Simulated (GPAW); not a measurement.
The system is PbSe (Clausthalite).

```xyz
2
Lattice="0.0000 3.0606 3.0606 3.0606 0.0000 3.0606 3.0606 3.0606 0.0000" Properties=species:S:1:pos:R:3 pbc="T T T"
Pb    0.0000    0.0000    0.0000
Se    3.0606    3.0606    3.0606
```

Base run:

* Program: GPAW 26.7.0
* Functional: PW91
* Potentials or basis: PAW data sets generated in the run's folder for this functional
* Cutoff: 600 eV
* Basis: pw
* k mesh: 6 × 6 × 6
* Occupations: fermi-dirac, width 0.05 eV
* Spin: spin-orbit coupling, no magnetisation

Its results: band gap on the k mesh 0.41 eV, direct; pressure 2.0 GPa.

The run is repeated on the same cell with these changes: functional from PW91 to PBEsol; band points from 100 to 60. What comes out?

Band gap on the k mesh 0.47 eV, direct; pressure -0.8 GPa.

Caveats: spin-orbit coupling was added after a scalar SCF, so levels and gaps hold it while energy, forces, pressure and moments don't; this program's spin-orbit splittings come out too wide for heavy elements.

A k mesh can miss the band edges.

Not every run made on this cell is shown here.
